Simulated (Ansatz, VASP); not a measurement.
**Two plane-wave programs on Ru**

```
CELL_PARAMETERS angstrom
0.00000 1.89243 1.89243
1.89243 0.00000 1.89243
1.89243 1.89243 0.00000
ATOMIC_POSITIONS crystal
Ru 0.00000 0.00000 0.00000
```

The cell was built by a generator and needn't be a form met in nature.

Alike in both runs: task relaxation of cell and atoms; functional BLYP; k mesh 14 × 14 × 14; occupations fermi-dirac, width 0.1 eV; no spin polarisation.

|  | VASP | Ansatz |
| --- | --- | --- |
| version | VASP 6.6.1 | Ansatz 0.2.0 |
| potentials or method | VASP PAW PBE potentials, release 64 (Ru_pv) | plane waves (420 eV) with PAW, scalar-relativistic |
| plane-wave cutoff (eV) | 600 | 420 |
| valence electrons in the cell | 14 | 16 |

Ansatz gave:

```
relaxed volume (Å³/atom)                                     : 14.51
relaxed cell length with the largest relative difference (Å) : 2.738
energy change over the relaxation (meV/atom)                 : -59
```

Q: Estimate VASP's values.

A: Relaxed volume (Å³/atom): 14.54; relaxed cell length with the largest relative difference (Å): 2.740; energy change over the relaxation (meV/atom): -64.

The two sets of potentials don't hold the same shells in valence.

Caveats: the PAW data sets were made with another functional, which shifts forces and pressure a little (VASP).
